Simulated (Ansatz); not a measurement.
**W: band structure with PBEsol**

Crystal: W.

```xyz
1
Lattice="0.0000 2.0300 2.0300 2.0300 0.0000 2.0300 2.0300 2.0300 0.0000" Properties=species:S:1:pos:R:3 pbc="T T T"
W     0.0000    0.0000    0.0000
```

This isn't the form of W at room conditions, which is bcc.

```yaml
Program: Ansatz 0.2.0
Task: band structure
Functional: PBEsol
Potentials_or_basis: all-electron LAPW, scalar-relativistic
Cutoff: 253 eV (chosen from the basis error)
Basis_error_allowed: 0.001 eV/atom
k_mesh: 11 × 11 × 11
Occupations: fermi-dirac, width 0.05 eV
Spin: no spin polarisation
```

* Pressure: -12.6 GPa
* Band gap along the path: none (metal or under the smearing width)

Levels at the corners of the path, in eV from the Fermi level:
| point | band 15 | band 16 | band 17 | band 18 | band 19 | band 20 | band 21 | band 22 | band 23 |
| --- | --- | --- | --- | --- | --- | --- | --- | --- | --- |
| Γ | -27.77 | -27.77 | -8.89 | -0.54 | -0.54 | -0.54 | 2.49 | 2.49 | 12.77 |
| X | -27.79 | -27.76 | -5.36 | -4.40 | 2.97 | 4.87 | 5.63 | 5.63 | 11.54 |
| W | -27.80 | -27.76 | -3.64 | -1.97 | -1.97 | 1.24 | 5.64 | 9.90 | 10.51 |
| K | -27.79 | -27.76 | -4.25 | -3.20 | -0.12 | 2.56 | 4.55 | 7.47 | 10.15 |
| Γ | -27.77 | -27.77 | -8.89 | -0.54 | -0.54 | -0.54 | 2.49 | 2.49 | 12.77 |
| L | -27.77 | -27.77 | -5.50 | -0.77 | -0.77 | 0.61 | 4.91 | 4.91 | 9.98 |
| U | -27.79 | -27.76 | -4.25 | -3.20 | -0.12 | 2.56 | 4.55 | 7.47 | 10.15 |
| W | -27.80 | -27.76 | -3.64 | -1.97 | -1.97 | 1.24 | 5.64 | 9.90 | 10.51 |

It took 8.3 s on 1 thread of Intel(R) Xeon(R) Platinum 8488C (Sapphire Rapids), with other jobs on the host, peak memory 0.32 GiB.

Caveat: spin-orbit coupling is left out, which moves the levels of the heavy elements.
